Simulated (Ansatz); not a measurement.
## SiC at several levels of theory

One geometry, relaxed with PBE, and single points on it; plane waves with PAW potentials in Ansatz, scalar-relativistic unless the row names spin-orbit coupling. No spin polarisation. Meshes are on the primitive cell of 2 atoms. Gaps are the least over mesh and band path; pressure is positive in compression. Smearing is Gaussian, 0.02 eV.

```xyz
2
Lattice="0.0000 2.1899 2.1899 2.1899 0.0000 2.1899 2.1899 2.1899 0.0000" Properties=species:S:1:pos:R:3 pbc="T T T"
Si    0.0000    0.0000    0.0000
C     1.0949    1.0949    1.0949
```

```
level cutoff (eV) k mesh gap (eV) pressure (GPa) rough cost with bands (core-min)
  PBE          420  10×10×10      1.37             0.0                               0.3
```

**Question.** What do r2SCAN, LDA give on the same cell?

**Answer.**
| level | cutoff (eV) | k mesh | gap (eV) | pressure (GPa) | rough cost with bands (core-min) |
| --- | --- | --- | --- | --- | --- |
| r2SCAN | 500 | 10×10×10 | 1.72 | -3.5 | 0.3 |
| LDA | 420 | 10×10×10 | 1.33 | -7.5 | 0.27 |